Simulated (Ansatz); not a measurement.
# TiO2: random displacements

The task, for TiO2: compute energies and forces of randomly disturbed cells.

Computed with Ansatz 0.2.0 (DFT PBE, scalar-relativistic, plane waves, PAW, unless a step's input says otherwise).

3 further runs of the same task are left out: 1 that didn't finish, 2 set aside as unsound or not needed.

### 1 Starting point

Symmetry: I4_1/amd, No. 141, tetragonal system. The conventional cell has a = 3.799 Å, b = 3.799 Å, c = 9.697 Å, α = 90.00°, β = 90.00°, γ = 90.00°. Ti (site symmetry -4m2) has 6 O at 1.95 to 2.00 Å as nearest neighbours. O (site symmetry 2mm) has 3 Ti at 1.95 to 2.00 Å as nearest neighbours.

As a file:

```xyz
6
Lattice="-1.8996 1.8996 4.8484 1.8996 -1.8996 4.8484 1.8996 1.8996 -4.8484" Properties=species:S:1:pos:R:3 pbc="T T T"
Ti    0.0000    0.0000    0.0000
Ti    0.0000    1.8996    2.4242
O     0.0000    0.0000    2.0025
O     0.0000    1.8996    4.4267
O     0.0000    1.8996    0.4217
O     0.0000    0.0000    7.6944
```

It is the result of an earlier relaxation at this level (volume 11.66 Å³/atom; gap on the mesh: 2.13 eV).

### 2 Zero of energy

Reference values: F = -7277.4999 eV; pressure 0.01 GPa; largest force 0.001 eV/Å; gap on the mesh 2.13 eV. It was computed beforehand with the settings of the runs below.

### 3 Setting up random displacements

All atoms are moved at random with no net shift, in some cells together with a random strain.

### 4 Point rms move = 0.153 Å

The input, input.yaml:

```yaml
crystal:
  lattice:
    - [-1.7901490434, 1.9415118657, 4.6906697529]
    - [1.8136018435, -1.8395960487, 4.6599281179]
    - [1.8802548902, 1.9297018955, -4.6507393631]
  atoms:
    - { symbol: Ti, position: [0.0202182776, -0.0058082593, 0.0108658291] }
    - { symbol: Ti, position: [0.7600649459, 0.2676918553, 0.5044384112] }
    - { symbol: O, position: [0.1908955935, 0.1923506176, -0.0555697476] }
    - { symbol: O, position: [0.9760454742, 0.4414619914, 0.5105631637] }
    - { symbol: O, position: [0.5383190855, 0.0380242682, 0.4929403634] }
    - { symbol: O, position: [0.7644566232, 0.8162795269, 0.0367619801] }
basis:
  ecutwfc: 420
kpoints:
  mp_grid: { grid: [10, 10, 10] }
hamiltonian:
  xc: pbe
scf:
  occupations: { method: gaussian, width: 0.05 }
output:
  forces: true
  stress: true
  eigenvalues: true
```

Started as:

```bash
$ ansatz run input.yaml --threads 2 --pin off --max-ram 5120MiB --backend cpu --events-out ev --progress --plain --runs-dir out
```

### 5 At rms move = 0.384 Å

The input, input.yaml:

```yaml
crystal:
  lattice:
    - [-1.8431641367, 1.6747807669, 4.8201571395]
    - [2.0518525278, -1.8536503684, 4.9720014965]
    - [1.8886337386, 1.8991199703, -4.8902378504]
  atoms:
    - { symbol: Ti, position: [-0.0690443047, 0.0104181344, -0.0162376585] }
    - { symbol: Ti, position: [0.7950104838, 0.1667265786, 0.4465437577] }
    - { symbol: O, position: [0.0802966209, 0.182765135, -0.1587591087] }
    - { symbol: O, position: [1.0273235426, 0.4789691092, 0.5688365626] }
    - { symbol: O, position: [0.6052850442, 0.125987313, 0.6846005574] }
    - { symbol: O, position: [0.8111286132, 0.7851337299, -0.0249841105] }
basis:
  ecutwfc: 420
kpoints:
  mp_grid: { grid: [10, 10, 10] }
hamiltonian:
  xc: pbe
scf:
  occupations: { method: gaussian, width: 0.05 }
output:
  forces: true
  stress: true
  eigenvalues: true
```

### 6 Point rms move = 0.075 Å

The input, input.yaml:

```yaml
crystal:
  lattice:
    - [-1.8397927442, 1.8898482459, 4.8475597489]
    - [1.9589276557, -1.8972098815, 4.8971208139]
    - [1.814345447, 1.8717625844, -4.8504440213]
  atoms:
    - { symbol: Ti, position: [-0.0131902936, 0.0131938483, -0.0007397901] }
    - { symbol: Ti, position: [0.7502521543, 0.2284104755, 0.495370073] }
    - { symbol: O, position: [0.2210756311, 0.197180027, 0.0106283986] }
    - { symbol: O, position: [0.9423922027, 0.4583679025, 0.4832437406] }
    - { symbol: O, position: [0.5543636067, 0.0414834898, 0.5064709886] }
    - { symbol: O, position: [0.7951066988, 0.8113642569, 0.0050265892] }
basis:
  ecutwfc: 420
kpoints:
  mp_grid: { grid: [10, 10, 10] }
hamiltonian:
  xc: pbe
scf:
  occupations: { method: gaussian, width: 0.05 }
output:
  forces: true
  stress: true
  eigenvalues: true
```

(Steps that only read results are left out.)

What does the calculation give?

**Answer**, as computed:

```
      quantity                                      value
costliest cell  1829.7 meV/atom at an rms move of 0.384 Å
```

**Reading.** The cost runs from 36.0 to 1829.7 meV/atom. Energy over the square of the rms move lies between 6.4 and 12.4 eV/Å² per atom; a harmonic solid under isotropic random moves would keep it roughly constant, while strain and close contacts change it. The gap on the mesh stays between 1.73 and 2.72 eV. Where forces pass 15 eV/Å atoms stand far too close, the PAW spheres overlap strongly and those numbers are rough.
